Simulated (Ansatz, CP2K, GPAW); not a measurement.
## V: programs and potentials compared

```
V
1.0
     2.62293    0.00000    0.00000
    -0.87431    2.47292    0.00000
    -0.87431   -1.23646    2.14161
V
1
Direct
  0.00000 0.00000 0.00000
```

Alike in all runs: task single point; functional PBE; k mesh 12 × 12 × 12; occupations gaussian, width 0.02 eV; collinear spin, ferromagnetic start; no spin-orbit coupling. Pressure is positive in compression and, in plane waves, holds the error of the finite cutoff.

| program and potentials | plane-wave cutoff (eV) | notes | band gap (eV) | pressure (GPa) | net moment per atom (μB) |
| --- | --- | --- | --- | --- | --- |
| CP2K, POTENTIAL_UZH V GTH-PBE-q13; TZVP-MOLOPT-PBE-GTH basis | - | atomic basis | - | -4.27 | 0.00 |
| Ansatz, all-electron LAPW, scalar-relativistic | - | - | no gap | -5.29 | 0.12 |
| GPAW, GPAW PAW data sets (gpaw-data 1.2.1) | 600 | - | ? | ? | ? |

Q: Estimate from the other rows what the run with GPAW, GPAW PAW data sets (gpaw-data 1.2.1) gave.

A: No band gap; pressure -4.18 GPa; net moment per atom 0.11 μB. The other rows, which needn't bracket it: pressure -5.29 to -4.27; net moment per atom 0.00 to 0.12.
